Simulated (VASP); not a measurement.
# ZrSi2 (Cmcm) in VASP: single point with r2SCAN

Aim: the single point of ZrSi2 with r2SCAN.

Program: VASP 6.6.1. These are calculated values, not measurements. Logs are shortened: lines on timing, memory, paths and dates and some standing lists are left out, and cuts for length are marked.

### 1 Starting point

It takes space group Cmcm (No. 63, orthorhombic). The conventional cell has a = 3.706 Å, b = 14.735 Å, c = 3.672 Å, α = 90.00°, β = 90.00°, γ = 90.00°. Around Zr (site symmetry m2m) lie 10 Si at 2.72 to 2.97 Å. Si (site symmetry m2m) has 2 Si at 2.40 Å and 4 Zr at 2.72 Å as nearest neighbours. Si (site symmetry m2m) has 4 Si at 2.61 Å and 4 Zr at 2.81 to 2.83 Å as nearest neighbours.

### 2 Single point, r2SCAN

The input, POSCAR:

```
ZrSi2
1.0
    1.8530000000     -7.3675000000      0.0000000000
    1.8530000000      7.3675000000      0.0000000000
    0.0000000000      0.0000000000      3.6720000000
Zr Si
2 4
Direct
    0.8946000000      0.1054000000      0.2500000000
    0.1054000000      0.8946000000      0.7500000000
    0.5522000000      0.4478000000      0.2500000000
    0.4478000000      0.5522000000      0.7500000000
    0.2496000000      0.7504000000      0.2500000000
    0.7504000000      0.2496000000      0.7500000000
```

The input, INCAR.step1:

```
PREC = Accurate
ENCUT = 520
ISMEAR = 0
SIGMA = 0.1
LREAL = False
LASPH = True
NELM = 100
NBANDS = 29
GGA = PE
ALGO = Normal
EDIFF = 1E-4
LWAVE = True
LCHARG = False
```

The input, INCAR.step2:

```
PREC = Accurate
ENCUT = 520
EDIFF = 1E-7
ISMEAR = 0
SIGMA = 0.1
LREAL = False
LASPH = True
NELM = 100
ALGO = Normal
ISIF = 2
LWAVE = False
LCHARG = False
METAGGA = R2SCAN
LMIXTAU = True
NBANDS = 29
ISTART = 1
```

The input, KPOINTS:

```
Automatic mesh
0
Gamma
  6 6 6
```

Potentials or basis: VASP PAW PBE potentials, release 64 (Zr_sv, Si).

The run is started by

```bash
$ cat potpaw_PBE.64/Zr_sv/POTCAR potpaw_PBE.64/Si/POTCAR > POTCAR
$ cp INCAR.step1 INCAR
$ mpirun -np 1 vasp_std > vasp.out
$ cp INCAR.step2 INCAR
$ mpirun -np 1 vasp_std > vasp.out
```

OUTCAR:

```text
PREC = Accurate
   ENCUT = 520
   EDIFF = 1E-7
   ISMEAR = 0
   LREAL = False
   LASPH = True
   NELM = 100
   ISIF = 2
   METAGGA = R2SCAN
   ISTART = 1

 ion  position               nearest neighbor table
   1  0.895  0.105  0.250-   4 2.72   4 2.72   4 2.72   4 2.72   6 2.81   6 2.81   5 2.83   5 2.83
                             3 2.97   3 2.97   2 3.61   2 3.61
   2  0.105  0.895  0.750-   3 2.72   3 2.72   3 2.72   3 2.72   5 2.81   5 2.81   6 2.83   6 2.83
                             4 2.97   4 2.97   1 3.61   1 3.61
   3  0.552  0.448  0.250-   4 2.40   4 2.40   2 2.72   2 2.72   2 2.72   2 2.72   1 2.97   1 2.97

   4  0.448  0.552  0.750-   3 2.40   3 2.40   1 2.72   1 2.72   1 2.72   1 2.72   2 2.97   2 2.97

   5  0.250  0.750  0.250-   6 2.61   6 2.61   6 2.61   6 2.61   2 2.81   2 2.81   1 2.83   1 2.83

   6  0.750  0.250  0.750-   5 2.61   5 2.61   5 2.61   5 2.61   1 2.81   1 2.81   2 2.83   2 2.83

  LATTYP: Found a base centered orthorhombic cell.
 ALAT       =     3.7060000000
 B/A-ratio  =     3.9759848894
 C/A-ratio  =     0.9908256881

  Lattice vectors:

 A1 = (   1.8530000000,  -7.3675000000,   0.0000000000)
 A2 = (   1.8530000000,   7.3675000000,   0.0000000000)
 A3 = (   0.0000000000,   0.0000000000,   3.6720000000)

Analysis of symmetry for initial positions (statically):
=====================================================================
 Subroutine PRICEL returns:
 Original cell was already a primitive cell.

 Routine SETGRP: Setting up the symmetry group for a
 base centered orthorhombic supercell.

 Subroutine GETGRP returns: Found  8 space group operations
 (whereof  4 operations were pure point group operations)
 out of a pool of  8 trial point group operations.

The static configuration has the point symmetry C_2h.
 The point group associated with its full space group is D_2h.

Analysis of symmetry for dynamics (positions and initial velocities):
=====================================================================
 Subroutine PRICEL returns:
 Original cell was already a primitive cell.

 Routine SETGRP: Setting up the symmetry group for a
 base centered orthorhombic supercell.

 Subroutine GETGRP returns: Found  8 space group operations
 (whereof  4 operations were pure point group operations)
 out of a pool of  8 trial point group operations.

The dynamic configuration has the point symmetry C_2h.
 The point group associated with its full space group is D_2h.

 Subroutine INISYM returns: Found  8 space group operations
 (whereof  4 operations are pure point group operations),
 and found     1 'primitive' translations

----------------------------------------------------------------------------------------

                                     Primitive cell

  volume of cell :     100.2601

  direct lattice vectors                    reciprocal lattice vectors
     1.853000000 -7.367500000  0.000000000     0.269832704 -0.067865626  0.000000000
     1.853000000  7.367500000  0.000000000     0.269832704  0.067865626  0.000000000
     0.000000000  0.000000000  3.672000000     0.000000000  0.000000000  0.272331155

  length of vectors
     7.596951050  7.596951050  3.672000000     0.278236287  0.278236287  0.272331155

  position of ions in fractional coordinates (direct lattice)
     0.894600000  0.105400000  0.250000000
     0.105400000  0.894600000  0.750000000
     0.552200000  0.447800000  0.250000000
     0.447800000  0.552200000  0.750000000
     0.249600000  0.750400000  0.250000000
     0.750400000  0.249600000  0.750000000

  ion indices of the primitive-cell ions
   primitive index   ion index
                 1           1
                 2           2
                 3           3
                 4           4
                 5           5
                 6           6

----------------------------------------------------------------------------------------

 KPOINTS: Automatic mesh

Automatic generation of k-mesh.
 Grid dimensions read from file:
 generate k-points for:    6    6    6

 Generating k-lattice:

  Cartesian coordinates                     Fractional coordinates (reciprocal lattice)
     0.044972117 -0.011310938  0.000000000     0.166666667  0.000000000  0.000000000
     0.044972117  0.011310938  0.000000000     0.000000000  0.166666667  0.000000000
     0.000000000  0.000000000  0.045388526     0.000000000  0.000000000  0.166666667

  Length of vectors
     0.046372714  0.046372714  0.045388526

  Shift w.r.t. Gamma in fractional coordinates (k-lattice)
     0.000000000  0.000000000  0.000000000

 Subroutine IBZKPT returns following result:
 ===========================================

 Found     52 irreducible k-points:

 Following reciprocal coordinates:
            Coordinates               Weight
  0.000000  0.000000  0.000000      1.000000
  0.166667  0.000000  0.000000      4.000000
  0.333333 -0.000000  0.000000      4.000000
  0.500000  0.000000  0.000000      2.000000
  0.166667  0.166667  0.000000      2.000000
  0.333333  0.166667  0.000000      4.000000
[... 16 lines left out ...]
  0.333333  0.333333  0.166667      4.000000
  0.500000  0.333333  0.166667      8.000000
 [... further k-points ...]
   k-points           NKPTS =     52   k-points in BZ     NKDIM =     52   number of bands    NBANDS=     29
   number of dos      NEDOS =    301   number of ions     NIONS =      6
   total plane-waves  NPLWV = 100800
   dimension x,y,z NGX =    60 NGY =   60 NGZ =   28
   dimension x,y,z NGXF=   120 NGYF=  120 NGZF=   56
   ions per type =               2   4
   NGX,Y,Z   is equivalent  to a cutoff of  13.13, 13.13, 12.68 a.u.
   NGXF,Y,Z  is equivalent  to a cutoff of  26.26, 26.26, 25.35 a.u.
 SYSTEM =  unknown system
   PREC   = accura    normal or accurate (medium, high low for compatibility)
   ISTART =      1    job   : 0-new  1-cont  2-samecut
   ICHARG =      0    charge: 1-file 2-atom 10-const
   ISPIN  =      1    spin polarized calculation?
   LNONCOLLINEAR =      F non collinear calculations
   LSORBIT =      F    spin-orbit coupling
   LASPH  =      T    aspherical Exc in radial PAW
   ENCUT  =  520.0 eV  38.22 Ry    6.18 a.u.  14.13 14.13  6.83*2*pi/ulx,y,z
   NELM   =    100;   NELMIN=  2; NELMDL=  0     # of ELM steps
   EDIFF  = 0.1E-06   stopping-criterion for ELM
   LREAL  =      F    real-space projection
   EDIFFG = 0.1E-05   stopping-criterion for IOM
   NSW    =      0    number of steps for IOM
   IBRION =     -1    ionic relax: 0-MD 1-quasi-New 2-CG
   NFREE  =      0    steps in history (QN), initial steepest desc. (CG)
   ISIF   =      2    stress and relaxation
   ISYM   =      2    0-nonsym 1-usesym 2-fastsym
   POTIM  = 0.5000    time-step for ionic-motion
   TEBEG  =    0.0;   TEEND  =   0.0 temperature during run
   PSTRESS=    0.0 pullay stress
   NELECT =      40.0000    total number of electrons
   NUPDOWN=      -1.0000    fix difference up-down
   EMIN   =  10.00;   EMAX   =-10.00  energy-range for DOS
   EFERMI =   0.00;   METHOD = LEGACY
   ISMEAR =     0;   SIGMA  =   0.10  broadening in eV -4-tet -1-fermi 0-gaus
   EFERMI_NEDOS =   21; number of points for ismear=-14 and -15
   IALGO  =     38    algorithm
   IMIX   =      4    mixing-type and parameters
     AMIX     =   0.40;   BMIX     =  1.00
     AMIX_MAG =   1.60;   BMIX_MAG =  1.00
  volume/ion in A,a.u.               =      16.71       112.76
  Fermi-wavevector in a.u.,A,eV,Ry     =   1.205180  2.277461 19.761917  1.452460
  Thomas-Fermi vector in A             =   2.340884
   LORBIT       =      0    0 simple, 1 ext, 2 COOP (PROOUT), +10 PAW based schemes
   METAGGA = R2SCAN    functional components
   LHFCALC =     F    Hartree Fock is set to
   AEXX    =    0.0000 exact exchange contribution
   IVDW    =     0    specifies the selected vdW correction
   LEPSILON=     F    determine dielectric tensor
   LRPA    =     F    only Hartree local field effects (RPA)
 non-spin polarized calculation
 Gauss-broadening in eV      SIGMA  =   0.10
  energy-cutoff  :      520.00
  volume of cell :      100.26
 maximum number of plane-waves:      2718
 NGX is ok and might be reduce to    60
   NGX = 29   NGY = 29   NGZ = 13

 number of electron      40.0000000 magnetization

 Free energy of the ion-electron system (eV)
  ---------------------------------------------------
  ext. energy  EPLUGINS =         0.00000000
  ---------------------------------------------------
  free energy    TOTEN  =       -84.53651157 eV

  energy without entropy =      -84.52908040  energy(sigma->0) =      -84.53279599

 E-fermi :  10.1461     XC(G=0): -12.0166

 val. band max:       10.1161245510   @ k =   0.3333   0.3333   0.0000
 cond. band min:      10.1623208322   @ k =  -0.1667   0.1667   0.5000
 fundamental gap:      0.0461962812
 Fermi energy:        10.1460637046

 k-point     1 :       0.0000    0.0000    0.0000
  band No.  band energies     occupation
      1     -40.4249      2.00000
      2     -40.4113      2.00000
      3     -17.9870      2.00000
      4     -17.8274      2.00000
      5     -17.8100      2.00000
      6     -17.8027      2.00000
[... 21 lines left out ...]
     28      13.1471      0.00000
     29      14.3174      0.00000

 k-point     2 :       0.1667    0.0000    0.0000
  band No.  band energies     occupation
      1     -40.4223      2.00000
      2     -40.4089      2.00000
      3     -17.9765      2.00000
      4     -17.8782      2.00000
      5     -17.8480      2.00000
      6     -17.8070      2.00000
[... 21 lines left out ...]
     28      13.4296      0.00000
     29      14.2611      0.00000

 k-point     3 :       0.3333   -0.0000    0.0000
  band No.  band energies     occupation
      1     -40.4171      2.00000
      2     -40.4041      2.00000
      3     -17.9801      2.00000
      4     -17.9536      2.00000
      5     -17.9365      2.00000
      6     -17.8011      2.00000
[... 638 lines left out ...]
      5     -17.9319      2.00000
      6     -17.8339      2.00000
[... 21 lines left out ...]
     28      14.3317      0.00000
     29      14.3729      0.00000

 k-point    24 :       0.5000    0.3333    0.1667
  band No.  band energies     occupation
      1     -40.4185      2.00000
      2     -40.4074      2.00000
      3     -17.9526      2.00000
      4     -17.8705      2.00000
      5     -17.8490      2.00000
      6     -17.8417      2.00000
[... 21 lines left out ...]
     28      14.1093      0.00000
     29      14.3112      0.00000

 [... further k-points ...]

------------------------ aborting loop because EDIFF is reached ----------------------------------------

  FORCE on cell =-STRESS in cart. coord.  units (eV):
  Direction    XX          YY          ZZ          XY          YZ          ZX
  --------------------------------------------------------------------------------------
  -------------------------------------------------------------------------------------
  Total        0.0352803      0.6591155     -0.3260478      0.0000000      0.0000000      0.0000000
  in kB        0.5637858     10.5328017     -5.2103115      0.0000000      0.0000000      0.0000000
  external PRESSURE =       1.9620920 kB  Pullay stress =       0.0000000 kB

 VOLUME and BASIS-vectors are now :
 -----------------------------------------------------------------------------
  energy-cutoff  :      520.00
  volume of cell :      100.26
      direct lattice vectors                 reciprocal lattice vectors
     1.853000000 -7.367500000  0.000000000     0.269832704 -0.067865626  0.000000000
     1.853000000  7.367500000  0.000000000     0.269832704  0.067865626  0.000000000
     0.000000000  0.000000000  3.672000000     0.000000000  0.000000000  0.272331155

 POSITION                                       TOTAL-FORCE (eV/Angst)
 -----------------------------------------------------------------------------------
      1.85300     -5.81443      0.91800         0.000000     -0.035641     -0.000000
      1.85300      5.81443      2.75400         0.000000      0.035641      0.000000
      1.85300     -0.76917      0.91800         0.000000     -0.003050     -0.000000
      1.85300      0.76917      2.75400         0.000000      0.003050     -0.000000
      1.85300      3.68964      0.91800         0.000000     -0.062702     -0.000000
      1.85300     -3.68964      2.75400         0.000000      0.062702      0.000000
 -----------------------------------------------------------------------------------
    total drift:                               -0.000000      0.000000      0.000000

  FREE ENERGIE OF THE ION-ELECTRON SYSTEM (eV)
  ---------------------------------------------------
  free  energy   TOTEN  =       -84.5365115740 eV

  energy  without entropy=      -84.5290803985  energy(sigma->0) =      -84.53279599
```

Wall time 9.8 min (1 thread of Intel Xeon Platinum 8488C (Sapphire Rapids), shared host); peak memory 0.4 GiB.

What came out:

```yaml
Free_energy: -84.5365 eV
Pressure: 0.2 GPa
Largest_force: 0.063 eV/Å
Band_gap_on_the_k_mesh: none (metal or under the smearing width)
```

Forces in eV/Å, atoms in the order of the input:
```
Zr   0.000 -0.036  0.000
Zr   0.000  0.036  0.000
Si   0.000 -0.003  0.000
Si   0.000  0.003  0.000
Si   0.000 -0.063  0.000
Si   0.000  0.063  0.000
```

Levels at points of the mesh, in eV from the Fermi level:
```csv
k point,band 16,band 17,band 18,band 19,band 20,band 21,band 22,band 23,band 24,band 25
"(0.00, 0.00, 0.00)",-2.74,-2.64,-2.60,-2.50,-0.05,1.13,1.44,1.55,1.67,2.18
"(0.50, 0.00, 0.00)",-2.73,-2.03,-1.61,-0.90,-0.55,-0.51,0.92,0.94,2.15,2.40
"(0.50, 0.50, 0.00)",-2.88,-2.85,-2.21,-1.56,0.42,1.04,1.19,1.53,1.80,2.20
"(0.00, 0.00, 0.50)",-2.67,-2.05,-2.05,-0.14,-0.14,0.03,0.03,1.54,1.54,2.49
"(0.50, 0.00, 0.50)",-4.13,-3.58,-3.58,-2.37,-2.37,2.30,2.30,3.31,3.31,3.45
"(0.50, 0.50, 0.50)",-3.20,-2.43,-2.43,-1.03,-1.03,0.03,0.03,2.42,2.42,3.06
```

Caveat: the PAW data sets were made with another functional, which shifts forces and pressure a little.
